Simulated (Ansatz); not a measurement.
SrO: a sublattice moved along a line

Computed with DFT LDA, scalar-relativistic, plane waves, PAW (Ansatz 0.2.0). Settings: plane waves to 420 eV, k-mesh 8×8×8 (Γ-centred), Gaussian smearing 0.05 eV. No spin polarisation. Energies are free energies at this smearing, counted from the undisturbed cell; pressure is positive in compression.

The undisturbed cell (as given, not relaxed at this level; it stands at -4.2 GPa):

```xyz
2
Lattice="0.0000 2.5698 2.5698 2.5698 0.0000 2.5698 2.5698 2.5698 0.0000" Properties=species:S:1:pos:R:3 pbc="T T T"
Sr    0.0000    0.0000    0.0000
O     2.5698    2.5698    2.5698
```

Every Sr atom is moved by x along the Cartesian unit vector (0.000, 0.000, -1.000); the cell and all other atoms stay fixed.

```
  x (Å)  ΔE (meV/cell)
-0.1000            9.3
-0.0500            2.2
 0.0000            0.0
 0.0125            0.1
 0.0250            0.6
 0.0375            1.3
 0.0625            3.5
 0.0750            5.1
 0.0875            7.0
```

Problem. Predict the pressure (GPa) at each point.

Solution.
| x (Å) | pressure (GPa) |
| --- | --- |
| -0.1000 | -3.9 |
| -0.0500 | -4.1 |
| 0.0000 | -4.2 |
| 0.0125 | -4.2 |
| 0.0250 | -4.2 |
| 0.0375 | -4.1 |
| 0.0625 | -4.1 |
| 0.0750 | -4.0 |
| 0.0875 | -4.0 |